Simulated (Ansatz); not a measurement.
# Ti: the cost of one run

Computed with Ansatz 0.2.0 (DFT r2SCAN, scalar-relativistic, plane waves, PAW, unless a step's input says otherwise).

2 further runs of the same task are left out: 2 set aside as unsound or not needed.

## 1. Starting point

Symmetry: P6/mmm, No. 191, hexagonal system. Conventional cell: a = 4.568 Å, b = 4.568 Å, c = 2.825 Å, α = 90.00°, β = 90.00°, γ = 120.00°. Ti (site symmetry 6/mmm) has 14 Ti at 2.82 to 2.99 Å as nearest neighbours. Ti (site symmetry -6m2) has 11 Ti at 2.64 to 2.99 Å as nearest neighbours.

As a file:

```xyz
3
Lattice="4.5680 0.0000 0.0000 -2.2840 3.9560 0.0000 0.0000 0.0000 2.8246" Properties=species:S:1:pos:R:3 pbc="T T T"
Ti    0.0000    0.0000    0.0000
Ti    0.0000    2.6373    1.4123
Ti    2.2840    1.3187    1.4123
```

It goes back to an entry of the Materials Project, which need not be the stable form.

This cell was relaxed beforehand with the same method: volume 17.01 Å³/atom, gap on the mesh none (metal).

The unstrained cell was computed beforehand with the same settings: E(σ→0) = -7513.1595 eV for 3 atoms, gap none (metal).

## 2. The cell strained by -1.0 %

The input, input.yaml:

```yaml
crystal:
  lattice:
    - [4.5680217014, 0.0, 0.0]
    - [-2.2840108507, 3.9560228385, 0.0]
    - [0.0, 0.0, 2.7963173083]
  atoms:
    - { symbol: Ti, position: [0.0, 0.0, 0.0] }
    - { symbol: Ti, position: [0.3333333333, 0.6666666667, 0.5] }
    - { symbol: Ti, position: [0.6666666667, 0.3333333333, 0.5] }
basis:
  ecutwfc: 500
kpoints:
  mp_grid: { grid: [12, 12, 18] }
hamiltonian:
  xc: r2scan
scf:
  occupations: { method: gaussian, width: 0.1 }
output:
  forces: true
  stress: true
  eigenvalues: true
```

Started as:

```bash
$ ansatz run input.yaml --threads 1 --pin off --max-ram 2560MiB --backend cpu --events-out ev --progress --plain --runs-dir out
```

What time and memory should one allow on 1 thread of Intel Xeon Platinum 8488C (Sapphire Rapids), shared host?

About 24 s, with a peak of 0.65 GiB.
